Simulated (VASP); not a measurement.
The system is WS2 (Tungstenite).

```
CELL_PARAMETERS angstrom
3.18000 0.00000 0.00000
-1.59000 2.75396 0.00000
0.00000 0.00000 12.50000
ATOMIC_POSITIONS crystal
W 0.66667 0.33333 0.75000
W 0.33333 0.66667 0.25000
S 0.66667 0.33333 0.37500
S 0.33333 0.66667 0.87500
S 0.66667 0.33333 0.12500
S 0.33333 0.66667 0.62500
```

```yaml
Program: VASP 6.6.1
Task: relaxation of cell and atoms
Functional: PBEsol
Potentials_or_basis: VASP PAW PBE potentials, release 64 (W_sv, S)
Cutoff: 600 eV
k_mesh: 8 × 8 × 4
Occupations: gaussian, width 0.02 eV
Spin: no spin polarisation
```

At the start: pressure -2.6 GPa; volume 18.24 Å³/atom.

Q: Where does the relaxation end?

A: Over 7 steps the energy falls by 3.8 meV/atom and the volume is 17.93 Å³/atom (-1.7 %); space group P6_3/mmc (No. 194, to 0.05 Å).

Step by step:
| step | energy change (eV) | largest force (eV/Å) | pressure (GPa) | volume (Å³) |
| --- | --- | --- | --- | --- |
| 1 | 0.0000 | 0.1344 | -2.56 | 109.47 |
| 2 | 0.0295 | 0.6177 | 5.34 | 104.91 |
| 3 | -0.0180 | 0.1413 | 0.28 | 107.70 |
| 4 | -0.0222 | 0.0820 | -0.08 | 107.51 |
| 5 | -0.0229 | 0.0216 | 0.02 | 107.56 |
| 6 | -0.0229 | 0.0270 | 0.01 | 107.56 |
| 7 | -0.0230 | 0.0173 | 0.09 | 107.56 |

Final structure:
```cif
data_structure
_symmetry_space_group_name_H-M 'P 1'
_symmetry_Int_Tables_number 1
_cell_length_a 3.1461
_cell_length_b 3.1461
_cell_length_c 12.5481
_cell_angle_alpha 90.000
_cell_angle_beta 90.000
_cell_angle_gamma 120.000
_cell_volume 107.56
loop_
_atom_site_label
_atom_site_type_symbol
_atom_site_fract_x
_atom_site_fract_y
_atom_site_fract_z
_atom_site_occupancy
W1 W 0.66667 0.33333 0.75000 1
W2 W 0.33333 0.66667 0.25000 1
S1 S 0.66667 0.33333 0.37503 1
S2 S 0.33333 0.66667 0.87503 1
S3 S 0.66667 0.33333 0.12497 1
S4 S 0.33333 0.66667 0.62497 1
```

Caveat: the PAW data sets were made with another functional, which shifts forces and pressure a little; this functional lacks dispersion, which binds the layers, so the pressure and a relaxed spacing across them are unreliable.
